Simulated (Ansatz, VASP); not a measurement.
# One calculation of Ni, two programs

```
Ni
1.0
    -1.41507    1.41507    1.32303
     1.41507   -1.41507    1.32303
     1.41507    1.41507   -1.32303
Ni
1
Direct
  0.00000 0.00000 0.00000
```

Alike in both runs: task single point; functional PBE; k mesh 10 × 10 × 10; occupations gaussian, width 0.1 eV; collinear spin.

```csv
,VASP,Ansatz
version,VASP 6.6.1,Ansatz 0.2.0
potentials or method,"VASP PAW PBE potentials, release 64 (Ni)","scalar-relativistic, plane waves, PAW"
plane-wave cutoff (eV),520,420
valence electrons in the cell,10,18
```

```csv
,VASP,Ansatz,Ansatz less VASP
gap on the k mesh at the Fermi level (eV),none,none,-
pressure (GPa),7.6,8.0,+0.33
largest component of the traceless stress (GPa),3.64,4.13,+0.487
net moment per atom (μB),0.58,0.61,+0.025
size of the moment on the site where the two differ most (μB),0.59,0.64,+0.050
```

Site moments also hang on the region over which each program counts them. A gap of «none» marks a metal or a gap that the smearing closes. The two sets of potentials don't hold the same shells in valence.
